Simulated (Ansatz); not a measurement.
Zr:

```
CELL_PARAMETERS angstrom
3.23200 0.00000 0.00000
-1.61600 2.79899 0.00000
0.00000 0.00000 5.14700
ATOMIC_POSITIONS crystal
Zr 0.66667 0.33333 0.75000
Zr 0.33333 0.66667 0.25000
```

Base run:

| Item | Value |
| --- | --- |
| Program | Ansatz 0.2.0 |
| Functional | PBE |
| Potentials or basis | all-electron LAPW, scalar-relativistic |
| Cutoff | 174 eV (chosen from the basis error) |
| Basis error allowed | 0.001 eV/atom |
| k mesh | 9 × 9 × 5 |
| Occupations | gaussian, width 0.013 eV |
| Spin | no spin polarisation |

Its results: pressure 0.6 GPa.

**Question.** The run is repeated on the same cell with these changes: functional from PBE to RPBE; occupations from gaussian, width 0.013 eV to fermi-dirac, width 0.05 eV. What comes out?

**Answer.** Pressure 2.7 GPa.
